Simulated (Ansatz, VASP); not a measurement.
# CsH: VASP beside Ansatz

Wanted: the spread between two codes on one cell, functional and k mesh. The cell is taken from a series of runs on this material, whose earlier steps may have relaxed, scaled, displaced or heated it; both programs get it as it stands.

Calculated with Ansatz 0.2.0; plane waves, with VASP 6.6.1 beside it; HSE06.

## Step 1: Starting point

The cell holds 6 atoms: 3 Cs and 3 H. Cell: a = 4.509 Å, b = 4.509 Å, c = 35.300 Å, α = 90.0°, β = 90.0°, γ = 90.0°. It derives from CsH. Vacuum lies along c.

## Step 2: VASP: single point, HSE06

With cell and atoms fixed, the geometry can't cause a difference; cores, projectors, grids and the points listed under the comparison can.

Lines of VASP's logs that name or quote its potential files are left out, and so is its time.

The run reads the wave functions of an earlier VASP run, which isn't shown here.

File INCAR:

```
SYSTEM = CsH
PREC = Accurate
ENCUT = 400
EDIFF = 1E-06
NELM = 100
ISMEAR = 0
SIGMA = 0.01
LREAL = .FALSE.
ALGO = Normal
LHFCALC = .TRUE.
AEXX = 0.25
GGA = PE
HFSCREEN = 0.208
LASPH = .TRUE.
NBANDS = 21
PRECFOCK = Fast
LORBIT = 11
LWAVE = .FALSE.
LCHARG = .FALSE.
ISIF = 2
LDIPOL = .TRUE.
IDIPOL = 3
DIPOL = 0.5 0.5 0.5
LVHAR = .TRUE.
```

File POSCAR:

```
CsH
1.0
    4.5085128368      0.0000000000      0.0000000000
    0.0000000000      4.5085128368      0.0000000000
    0.0000000000      0.0000000000     35.3000000000
Cs H
3 3
Direct
    0.0000000000      0.0000000000      0.4145162091
    0.5000000000      0.5000000000      0.5000000000
    0.0000000000      0.0000000000      0.5854837909
    0.5000000000      0.5000000000      0.4155705441
    0.0000000000      0.0000000000      0.5000000000
    0.5000000000      0.5000000000      0.5844294559
```

File KPOINTS:

```
Automatic mesh
0
Gamma
4 4 1
0 0 0
```

Potentials, in the order of the species: Cs_sv and H (PBE family, release 64).

On the command line:

```sh
$ export OMP_NUM_THREADS=3
$ mpirun -np 1 vasp_std
```

Numbers of over 12 decimals in the logs are rounded to 6 here.

Log:

```text
[banner, memory and clock lines left out]
running    1 mpi-ranks, on    1 nodes
 distrk:  each k-point on    1 cores,    1 groups
 distr:  one band on    1 cores,    1 groups
 Offloading initialized ...    1 GPUs detected
 POSCAR found type information on POSCAR CsH
 POSCAR found :  2 types and       6 ions
 LDA part: xc-table for (Slater+PW92), standard interpolation
 found WAVECAR, reading the header
 POSCAR, INCAR and KPOINTS ok, starting setup
 FFT: planning ... GRIDC
 FFT: planning ... GRID_SOFT
 FFT: planning ... GRID
 reading WAVECAR
 the WAVECAR file was read successfully
 initial charge from wavefunction
 entering main loop
       N       E                     dE             d eps       ncg     rms          rms(c)
DAV:   1    -0.153296052258E+02   -0.15330E+02   -0.11332E+00   287   0.689E+00    0.173E+00
DAV:   2    -0.153355140628E+02   -0.59088E-02   -0.17165E-02   292   0.549E-01    0.110E+00
DAV:   3    -0.153340225421E+02    0.14915E-02   -0.14467E-03   312   0.220E-01    0.659E-01
DAV:   4    -0.153334682432E+02    0.55430E-03   -0.78098E-04   295   0.144E-01    0.388E-01
DAV:   5    -0.153333263793E+02    0.14186E-03   -0.25195E-04   272   0.807E-02    0.229E-01
DAV:   6    -0.153332820302E+02    0.44349E-04   -0.54078E-05   319   0.427E-02    0.135E-01
DAV:   7    -0.153332612729E+02    0.20757E-04   -0.11969E-05   313   0.241E-02    0.801E-02
DAV:   8    -0.153332505266E+02    0.10746E-04   -0.42550E-06   313   0.149E-02    0.475E-02
DAV:   9    -0.153332445137E+02    0.60129E-05   -0.22354E-06   257   0.991E-03    0.284E-02
DAV:  10    -0.153332411321E+02    0.33817E-05   -0.15468E-06   260   0.763E-03    0.170E-02
DAV:  11    -0.153332394516E+02    0.16804E-05   -0.95878E-07   252   0.534E-03    0.105E-02
DAV:  12    -0.153332388443E+02    0.60731E-06   -0.71224E-07   258   0.428E-03
   1 F= -.15333239E+02 E0= -.15333239E+02  d E =-.173636E-16
```

OUTCAR, selected parts (step 2):

```text
ion  position               nearest neighbor table
   1  0.000  0.000  0.415-
   2  0.500  0.500  0.500-
   3  0.000  0.000  0.585-
   4  0.500  0.500  0.416-
   5  0.000  0.000  0.500-
   6  0.500  0.500  0.584-

  LATTYP: Found a simple tetragonal cell.
 ALAT       =     4.5085128368
 C/A-ratio  =     7.8296328031

 Subroutine GETGRP returns: Found 16 space group operations
 (whereof 16 operations were pure point group operations)

The static configuration has the point symmetry D_4h.

 Found      6 irreducible k-points:

   k-points           NKPTS =      6   k-points in BZ     NKDIM =     16   number of bands    NBANDS=     21

   dimension x,y,z NGX =    30 NGY =   30 NGZ =  240
   dimension x,y,z NGXF=    60 NGYF=   60 NGZF=  480

   ENCUT  =  400.0 eV  29.40 Ry    5.42 a.u.   7.35  7.35 57.57*2*pi/ulx,y,z

   NELECT =      30.0000    total number of electrons

 k-points in reciprocal lattice and weights: Automatic mesh
   0.00000000  0.00000000  0.00000000       0.063
   0.25000000  0.00000000  0.00000000       0.250
   0.50000000  0.00000000  0.00000000       0.125
   0.25000000  0.25000000  0.00000000       0.250
   0.50000000  0.25000000  0.00000000       0.250
   0.50000000  0.50000000  0.00000000       0.063

  exchange ACFDT corr.  =         0.00000000  see jH, gK, PRB 81, 115126

 dipolmoment           0.000000      0.000000      0.000000 electrons x Angstroem

 average (electrostatic) potential at core
       1 -48.6630       2 -48.4174       3 -48.6630       4 -31.2293       5 -31.4496
       6 -31.2293

 E-fermi :  -2.7987

 k-point     1 :       0.0000    0.0000    0.0000
  band No.  band energies     occupation
    ...
     11     -11.3316      2.00000
     12     -11.3316      2.00000
     13      -4.5229      2.00000
     14      -4.1215      2.00000
     15      -3.9182      2.00000
     16       0.2706      0.00000
     17       0.2761      0.00000
     18       0.8014      0.00000
     19       0.9867      0.00000
     20       1.3010      0.00000
    ...

 k-point     2 :       0.2500    0.0000    0.0000
  band No.  band energies     occupation
    ...
     11     -11.3708      2.00000
     12     -11.3421      2.00000
     13      -3.9716      2.00000
     14      -3.6890      2.00000
     15      -3.4255      2.00000
     16       0.5961      0.00000
     17       0.6127      0.00000
     18       1.2144      0.00000
     19       1.3581      0.00000
     20       1.4415      0.00000
    ...

 k-point     3 :       0.5000    0.0000    0.0000
  band No.  band energies     occupation
    ...
     11     -11.3975      2.00000
     12     -11.3668      2.00000
     13      -3.3508      2.00000
     14      -3.2214      2.00000
     15      -2.8547      2.00000
     16       0.5154      0.00000
     17       0.5272      0.00000
     18       1.1600      0.00000
     19       1.4987      0.00000
     20       1.8955      0.00000
    ...

  Total       -0.3342079     -0.3342079      1.2105819      0.0000000      0.0000000      0.0000000
  in kB       -0.7462529     -0.7462529      2.7031083      0.0000000      0.0000000      0.0000000
  external PRESSURE =       0.4035342 kB  Pullay stress =       0.0000000 kB

  energy-cutoff  :      400.00
  volume of cell :      717.53
      direct lattice vectors                 reciprocal lattice vectors
     4.508512837  0.000000000  0.000000000     0.221802629  0.000000000  0.000000000
     0.000000000  4.508512837  0.000000000     0.000000000  0.221802629  0.000000000
     0.000000000  0.000000000 35.300000000     0.000000000  0.000000000  0.028328612

 POSITION                                       TOTAL-FORCE (eV/Angst)
 -----------------------------------------------------------------------------------
      0.00000      0.00000     14.63242        -0.000000      0.000000     -0.144156
      2.25426      2.25426     17.65000         0.000000      0.000000     -0.000000
      0.00000      0.00000     20.66758         0.000000     -0.000000      0.144156
      2.25426      2.25426     14.66964         0.000000     -0.000000     -0.082491
      0.00000      0.00000     17.65000         0.000000      0.000000     -0.000000
      2.25426      2.25426     20.63036        -0.000000      0.000000      0.082491
 -----------------------------------------------------------------------------------
    total drift:                                0.000001     -0.000004     -0.000000

  FREE ENERGIE OF THE ION-ELECTRON SYSTEM (eV)
  ---------------------------------------------------
  free  energy   TOTEN  =       -15.3332388443 eV

  energy  without entropy=      -15.3332388443  energy(sigma->0) =      -15.33323884

 vacuum level on the upper side and lower side of the slab         0.906         0.906

 total charge
# of ion       s       p       d       tot
------------------------------------------
    1        2.150   4.731   0.029   6.910
    2        2.152   4.732   0.036   6.919
    3        2.150   4.731   0.029   6.910
    4        0.488   0.000   0.000   0.488
    5        0.496   0.000   0.000   0.497
    6        0.488   0.000   0.000   0.488
--------------------------------------------------
tot          7.925  14.195   0.094  22.214

[... 3 further parts left out ...]
```

## Step 3: Ansatz: single point, HSE06

Ansatz runs on its default PAW (the set named soft_2) files.

The same cell, functional and mesh now go to Ansatz, which takes its cutoff from its data sets.

File input.yaml:

```yaml
crystal:
  lattice:
    - [4.5085128368, 0.0, 0.0]
    - [0.0, 4.5085128368, 0.0]
    - [0.0, 0.0, 35.3]
  atoms:
    - { symbol: Cs, position: [0.0, 0.0, 0.4145162091] }
    - { symbol: H, position: [0.5, 0.5, 0.4155705441] }
    - { symbol: Cs, position: [0.5, 0.5, 0.5] }
    - { symbol: H, position: [0.0, 0.0, 0.5] }
    - { symbol: Cs, position: [0.0, 0.0, 0.5854837909] }
    - { symbol: H, position: [0.5, 0.5, 0.5844294559] }
  periodic: [true, true, false]
kpoints:
  mp_grid: { grid: [4, 4, 1] }
  band_path:
    path: [[0.0, 0.0, 0.0], [0.5, 0.0, 0.0], [0.5, 0.5, 0.0], [0.0, 0.5, 0.0]]
    npoints: 1
hamiltonian:
  xc: hse06
scf:
  occupations: { method: fixed }
  n_extra_bands: 6
output:
  eigenvalues: true
```

On the command line:

```sh
$ ansatz run input.yaml --threads 4 --pin off --max-ram 17510MiB --backend cpu --events-out ev --progress --plain --runs-dir out
```

Log:

```text
scf.n_extra_bands = 6 over 15 filled bands (N_el = 30.0): the run solves 21 bands
Engine: ansatz 0.2.0, aarch64-unknown-linux-gnu
Pseudopotentials: kind: paw
Pseudopotential: Cs, paw, valence charge 9, recommended cutoff 420 eV (normal), Cs.paw.azcp
Pseudopotential: H, paw, valence charge 1, recommended cutoff 420 eV (normal), H.paw.azcp
Functional definition: HSE06
  parameter a = 0.25
  parameter omega = 0.11/bohr
  exchange = pbe_x - a*pbe_x_sr(omega) + a*exact_x_sr(omega)
  correlation = pbe_c
davidson cushion auto → on  (no smearing: the cushion is to keep the highest requested band from converging to the state above it; pin scf.eigensolver.cushion to override)
Crystal: 6 atoms, lattice volume = 717.532 Å³
Basis set: ecut = 420 eV, 14101 PW (Γ)
Bands: 21, of which v1, the nominal top of the filled ones, is band 15 counted from 1 (14 counted from 0)
Symmetry: 16 space group operations
Space group: P4/mmm (ITA 123), of the structure as read, at distance tolerance 9.0e-5 Å
k-points: 6 of 16
Non-local potential: Cs, projectors of the file, l = 0: 3, l = 1: 2, l = 2: 2, l = 3: 2
Non-local potential: H, projectors of the file, l = 0: 2, l = 1: 1
PAW form: soft (Blöchl's): semilocal exchange-correlation on the pseudo side does not see the compensation charge
PAW frozen core: Cs, regenerated for the run's functional, and the local potential with it (the file was generated under x = pbe(κ = 0.804, μ = 0.219515), c = pbe(β = 0.066725))
PAW one-centre angular grid: Cs, 194 points (default); XC on 96 Gauss nodes
PAW one-centre angular grid: H, 110 points (default); XC on 64 Gauss nodes
Initial density: superposition of atomic densities (neutral atoms: chi_scale 0, normalization atom), corrected by the library's trained network
Initial wavefunctions: pseudopotential atomic-orbital guess
Functional: x = pbe(κ = 0.804, μ = 0.219515), c = pbe(β = 0.066725), warm-up for x = pbe(κ = 0.804, μ = 0.219515) + 0.25 (exact − pbe) at short range (hse, ω = 0.207870 Å⁻¹), c = pbe(β = 0.066725); HSE06 as pw.x's `hse` composes it (authors' and Libxc's form: `xc: wpbeh`)
SCF iter   1: F=—  HF=-17060.597374 eV  |F-HF|=—  |Δ(HF+E_count)|=         —  Δρ=3.66e-4  dr2=1.65e-3  ethr=1.77e-3  ⟨swp⟩=17.5  Hψ=840  notcnv=2
preconditioner: auto → none  [insulator: Δε(μ)=2.462 eV  Ē_g=10.013 eV  n_scr=54 (ndim 8)  ℏωp=6.8 eV  f_vac=0.704]
SCF iter   2: F=-17060.603511 eV  HF=-17060.602723 eV  |F-HF|=7.88e-4  |Δ(HF+E_count)|=   5.35e-3  Δρ=1.77e-4  dr2=4.43e-4  ethr=5.51e-6  ⟨swp⟩=8.2  Hψ=665  notcnv=0  defer=16
SCF 1 stopped early in 2 iterations: F = -17060.603511 eV  dr2 = 4.43e-4
  greatest PAW one-centre occupation: 0.926 electrons in one spin orbital (limit 2), on the Cs atom at site 2 (counted from 0), in its partial waves of l = 0
Initial density: handed on by an earlier stage of this run
Initial wavefunctions: those handed on with the density
Functional: x = pbe(κ = 0.804, μ = 0.219515) + 0.25 (exact − pbe) at short range (hse, ω = 0.207870 Å⁻¹), c = pbe(β = 0.066725); HSE06 as pw.x's `hse` composes it (authors' and Libxc's form: `xc: wpbeh`)
Exchange kernel: α = 0.2500, screened, ω = 0.2079 Å⁻¹, Wigner–Seitz truncation, v(0) = 1043.9327 eV·Å³, q-mesh 4×4×1, nearest image of the exchange supercell L = 18.03 Å, pair-density grid 24×24×144, without the augmentation charges, whose exchange is taken in its separable form by FFT convolution over the k-point mesh (sized by the pseudopotential files, 32×32×240 at the most)
Frozen-core exchange: fock
SCF iter   1: F=—  HF=-17075.623743 eV  |F-HF|=—  |Δ(HF+E_count)|=         —  Δρ=7.56e-4  dr2=4.73e-3  ethr=1.48e-5  ⟨swp⟩=12.3  Hψ=701  notcnv=0
preconditioner: auto → none  [insulator: Δε(μ)=3.261 eV  Ē_g=11.254 eV  n_scr=54 (ndim 8)  ℏωp=6.8 eV  f_vac=0.705]
SCF iter   2: F=—  HF=-17075.623532 eV  |F-HF|=—  |Δ(HF+E_count)|=   2.10e-4  Δρ=3.78e-4  dr2=9.53e-4  ethr=1.43e-5  ⟨swp⟩=4.7  Hψ=357  notcnv=0
SCF iter   3: F=—  HF=-17075.627772 eV  |F-HF|=—  |Δ(HF+E_count)|=   4.24e-3  Δρ=1.28e-4  dr2=1.84e-4  ethr=2.00e-6  ⟨swp⟩=7.5  Hψ=530  notcnv=0  defer=6
iter 4 solved again at ethr=2.13e-8 eV; its pass at ethr=5.79e-7 eV (dr2=6.39e-6 eV) is discarded
SCF iter   4: F=—  HF=-17075.627828 eV  |F-HF|=—  |Δ(HF+E_count)|=   5.61e-5  Δρ=2.38e-5  dr2=1.08e-5  ethr=2.13e-8  ⟨swp⟩=5.3  Hψ=798  notcnv=0  defer=16
SCF iter   5: F=—  HF=-17075.627875 eV  |F-HF|=—  |Δ(HF+E_count)|=   4.66e-5  Δρ=1.74e-5  dr2=4.33e-6  ethr=2.13e-8  ⟨swp⟩=7.0  Hψ=513  notcnv=0  defer=4
SCF iter   6: F=-17075.627874 eV  HF=-17075.627874 eV  |F-HF|=1.11e-7  |Δ(HF+E_count)|=   9.17e-7  Δρ=2.05e-6  dr2=1.41e-7  ethr=1.40e-8  ⟨swp⟩=5.3  Hψ=400  notcnv=0  defer=17
SCF 2 stopped early in 6 iterations: F = -17075.627874 eV  dr2 = 1.41e-7
  greatest PAW one-centre occupation: 0.930 electrons in one spin orbital (limit 2), on the Cs atom at site 2 (counted from 0), in its partial waves of l = 0
hybrid outer 1: dexx = +4.445e-3 eV, tail = 9.10e-6 eV
Exchange kernel: α = 0.2500, screened, ω = 0.2079 Å⁻¹, Wigner–Seitz truncation, v(0) = 1043.9327 eV·Å³, q-mesh 4×4×1, nearest image of the exchange supercell L = 18.03 Å, pair-density grid 24×24×144, without the augmentation charges, whose exchange is taken in its separable form by FFT convolution over the k-point mesh (sized by the pseudopotential files, 32×32×240 at the most)
Frozen-core exchange: fock
SCF iter   1: F=—  HF=-17075.628075 eV  |F-HF|=—  |Δ(HF+E_count)|=         —  Δρ=9.58e-6  dr2=3.80e-7  ethr=1.52e-7  ⟨swp⟩=5.8  Hψ=371  notcnv=0
preconditioner: auto → none  [insulator: Δε(μ)=3.202 eV  Ē_g=11.269 eV  n_scr=54 (ndim 8)  ℏωp=6.8 eV  f_vac=0.707]
SCF iter   2: F=-17075.628075 eV  HF=-17075.628075 eV  |F-HF|=2.22e-10  |Δ(HF+E_count)|=   2.29e-8  Δρ=4.74e-6  dr2=8.20e-8  ethr=1.02e-9  ⟨swp⟩=6.2  Hψ=515  notcnv=0  defer=21
SCF 3 converged in 2 iterations: F = -17075.628075 eV  dr2 = 8.20e-8
hybrid outer 2: dexx = +1.945e-7 eV, tail = 1.86e-7 eV, Δε = 8.14e-4 eV (about 1.12e-4 eV left of the loop's levels)
NSCF: frozen V_eff on 4 k-points
hybrid SCF converged: 2 outer / 8 inner (+2 warm-up), last move |dexx| = 1.94e-7 eV, tail = 1.86e-7 eV
Stability not checked: this state was not tested for a lower state beside it, because the functional holds exact exchange (a hybrid, or Hartree-Fock), whose exchange loop this test does not read (fock_operator; see scf.lower_state_search)
Free energy (F): -17075.628075 eV
Frozen-core exchange: fock
Harris-Foulkes:  -17075.628075 eV  (|F-HF|=2.22e-10)
Internal energy: -17075.628075 eV  (E = F + TS)
E sigma→0 (E₀):  -17075.628075 eV
Fermi energy:    -3.710645 eV
--- Per-component energies (eV) ---
  E_band       = -412.784027
  E_kinetic    = 466.043670
  E_local      = -24519.310087  (includes V_loc(G=0)·N_el)
  E_nonlocal   = 94.370713
  E_hartree    = 12030.756465
  E_xc         = -442.018270
  E_vxc        = -333.461960  (∫ρ·V_xc dr)
  E_exx        = -53.145006  (= α·E_x^exact, valence–valence)
  E_paw        = -15271.558737  (= ΣΔE_a)
  E_vpaw       = -75.654556  (= ΣTr[D̂ρ^β])
  E_aug_tail   = -0.003181  (compensation charges beyond the density's cutoff)
  E_ewald      = 10619.709761
  E_core_change = -0.473402  (= ΣΔE_core)
  E_smearing   = -0.000000  (= −TS)
  E_closure    = -0.000000  (closes the sum)
  Σ components = -17075.628075   (vs F -17075.628075, Δ=-3.64e-12)
--- Band table (eV; the first three rows and the last of 6) ---
  k-point 0: bands = [... 11 lower, -12.1550, -5.3621, -4.9624, -4.7648, -0.5084, -0.4984, 0.4588, 0.6181, ... 2 higher]
  k-point 1: bands = [... 11 lower, -12.1648, -4.8118, -4.5337, -4.2754, -0.2070, -0.1905, 0.5830, 0.7102, ... 2 higher]
  k-point 2: bands = [... 11 lower, -12.1876, -4.1935, -4.0723, -3.7106, -0.3234, -0.3130, 0.3126, 0.6586, ... 2 higher]
  k-point 5: bands = [... 11 lower, -12.3683, -4.9433, -4.8371, -4.4661, 0.6501, 0.6501, 1.4091, 1.4091, ... 2 higher]
  the weakly bound empty levels are not read free of the cell's end (exact_exchange)
```

## Step 4: Comparison

Known differences besides the potentials themselves: exact exchange at q = 0 is treated differently, which shows on coarse meshes; VASP keeps PBE cores, Ansatz makes them for the functional; fixed occupations in Ansatz, narrow Gaussian smearing in VASP; Ansatz cuts the interaction across the vacuum, VASP repeats the sheet with a dipole correction (LDIPOL); the cutoff is 420 eV in Ansatz and 400 eV in VASP; VASP takes a coarser grid for exact exchange (PRECFOCK = Fast). Total energies have different zeros and are not compared.

Compared:

| quantity | Ansatz | VASP | difference |
| --- | --- | --- | --- |
| gap on the k mesh (eV) | 3.202 | 3.125 | +0.077 |

A gap on the mesh is an upper bound, since the band edges may lie between its points. Where the cell holds vacuum, a pressure given here is an average over it and none of the material.

## Step 5: Summary of results

| Quantity | Value |
| --- | --- |
| difference in gap on the k mesh (single point, HSE06) | 0.077 eV |

**Reading.** The difference in gap on the k mesh is 0.077 eV (single point, HSE06), at about the 0.08 eV picked in this series as the mark of a large difference. How closely two codes agree says nothing of how well the functional describes the real material.

[Lines on the potential files, build, host, timing and source positions are cut from VASP's logs without a mark.]

[Logs are printed without paths, hosts, clocks, repeated set-up lines and the standing remarks that a program may print on its own settings, such as how far it seeks lower states.]

[Hosts, paths, dates, database ids (printed as entryN), source tags and the programs' standing remarks are cut or masked in the printed files.]
